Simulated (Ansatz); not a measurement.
# Ge: the cost of one run

Method: DFT PBE, scalar-relativistic, plane waves, PAW, in Ansatz 0.2.0.

### Step 1. The starting structure

The structure is trigonal, space group R-3 (No. 148). The conventional cell has a = 10.025 Å, b = 10.025 Å, c = 5.966 Å, α = 90.00°, β = 90.00°, γ = 120.00°. Ge (site symmetry 3) has 4 Ge at 2.53 to 2.56 Å as nearest neighbours. Ge (site symmetry 1) has 4 Ge at 2.50 to 2.54 Å as nearest neighbours.

Coordinates:

```xyz
8
Lattice="5.0124 2.8939 1.9886 -5.0124 2.8939 1.9886 0.0000 -5.7878 1.9886" Properties=species:S:1:pos:R:3 pbc="T T T"
Ge    0.0000    0.0000    4.2625
Ge    0.0000    0.0000    1.7034
Ge   -3.4828   -0.9012    2.5430
Ge    2.5219   -2.5656    2.5430
Ge    0.9609    3.4668    2.5430
Ge    3.4828    0.9012    3.4229
Ge   -2.5219    2.5656    3.4229
Ge   -0.9609   -3.4668    3.4229
```

Source of the structure: the Materials Project (structure only).

(A quick probe on a coarse mesh, which set the mesh and smearing, is not shown.)

### Step 3. Relaxing cell and atoms

The input, input.yaml:

```yaml
crystal:
  lattice:
    - [5.0124018495, 2.8939115571, 1.9886385167]
    - [-5.0124018495, 2.8939115571, 1.9886385167]
    - [0.0, -5.7878231142, 1.9886385167]
  atoms:
    - { symbol: Ge, position: [0.714481, 0.714481, 0.714481] }
    - { symbol: Ge, position: [0.285519, 0.285519, 0.285519] }
    - { symbol: Ge, position: [0.02693, 0.721767, 0.530053] }
    - { symbol: Ge, position: [0.530053, 0.02693, 0.721767] }
    - { symbol: Ge, position: [0.721767, 0.530053, 0.02693] }
    - { symbol: Ge, position: [0.97307, 0.278233, 0.469947] }
    - { symbol: Ge, position: [0.469947, 0.97307, 0.278233] }
    - { symbol: Ge, position: [0.278233, 0.469947, 0.97307] }
basis:
  ecutwfc: 420
kpoints:
  mp_grid: { grid: [6, 6, 6] }
hamiltonian:
  xc: pbe
scf:
  occupations: { method: gaussian, width: 0.1 }
output:
  forces: true
  stress: true
  eigenvalues: true
  write_density: true
  write_potential: true
  elf: true
  volumetric_format: npy
relax:
  adjacent_minimum: "off"
  f_tol: 0.005
  max_steps: 80
  cell: { stress_tol: 0.05 }
```

Run with:

```
$ ansatz run input.yaml --threads 2 --pin off --max-ram 5120MiB --backend cpu --events-out ev --progress --plain --runs-dir out
```

What time and memory should one allow on 2 threads of AMD EPYC 7R43 (Zen 3), shared host?

About 46 s, with a peak of 0.77 GiB.
